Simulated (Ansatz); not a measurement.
Program: Ansatz. Geometries: PBE0-D4/def2-TZVP. ΔE: electronic, gas phase. CCSD(T)/CBS is the MP2 limit (def2-TZVPP, def2-QZVPP) plus CCSD(T) − MP2 in def2-TZVPP, frozen cores. This one scheme is used for every species. DFT in def2-TZVPP. B3LYP here is the variant with VWN-RPA as its local correlation; programs differ in this. For Zn outer-core shells are correlated without core-valence functions, which leaves a few kJ/mol of doubt a bond. Scalar relativity is left out up to krypton. One conformer a species, not always the lowest.

Consider the ligand exchange at a Zn–C bond: `CC[C](=O)[ZnH]` + CH₃SH → `C[S][ZnH]` + `CCC=O`.

`CC[C](=O)[ZnH]`:

Cartesian coordinates in Å:
```
C 1.143 -0.315 0.700
C 0.632 -0.111 -0.718
C -0.876 -0.154 -0.792
O -1.450 -0.838 -1.610
Zn -2.090 0.880 0.427
H 2.227 -0.201 0.747
H 0.894 -1.312 1.070
H 0.708 0.415 1.391
H 1.039 -0.853 -1.411
H 0.932 0.882 -1.077
H -3.160 1.608 1.273
```

CH₃SH:

Cartesian coordinates in Å:
```
C -0.152 -0.317 0.343
S -0.228 1.197 -0.640
H -0.240 -1.204 -0.281
H -1.007 -0.282 1.019
H 0.759 -0.362 0.939
H 0.868 0.968 -1.380
```

`C[S][ZnH]`:

Cartesian coordinates in Å:
```
C 0.197 0.826 0.761
S -0.926 0.624 -0.663
Zn -0.425 -1.364 -1.374
H 1.242 0.803 0.458
H 0.018 0.073 1.528
H -0.017 1.806 1.186
H -0.090 -2.767 -1.896
```

`CCC=O`:

Cartesian coordinates in Å:
```
C 0.830 -0.706 0.397
C 0.126 0.599 0.046
C -1.207 0.352 -0.594
O -1.564 0.805 -1.646
H 1.759 -0.513 0.935
H 0.202 -1.336 1.033
H 1.074 -1.276 -0.502
H 0.724 1.223 -0.621
H -0.062 1.170 0.964
H -1.882 -0.317 -0.012
```

Question: Is it downhill or uphill in electronic energy at CCSD(T)/CBS, and by how much? (An estimate is asked.)

Answer: Computed: Downhill: ΔE = -26.3 kcal/mol.

Question: What do these levels give: B3LYP-D4, B2PLYP, MP2/def2-TZVPP, MP2/def2-QZVPP, MP2/CBS(def2), CCSD/CBS(def2)? (An estimate is asked.)

Answer: Ansatz gave: B3LYP-D4 -24.8, B2PLYP -25.7, MP2/def2-TZVPP -26.2, MP2/def2-QZVPP -27.0, MP2/CBS(def2) -27.5, CCSD/CBS(def2) -27.0 kcal/mol.

Largest T1 diagnostic among the species: 0.016.

From PBE to PBE0 (25 % exact exchange), in def2-TZVPP and without D4, ΔE moves by −2.2 kcal/mol. In def2-TZVPP, CCSD(T) changes the Hartree–Fock value by +5.2 kcal/mol (the triples alone add +0.8 kcal/mol) and MP2 by +3.9 kcal/mol.
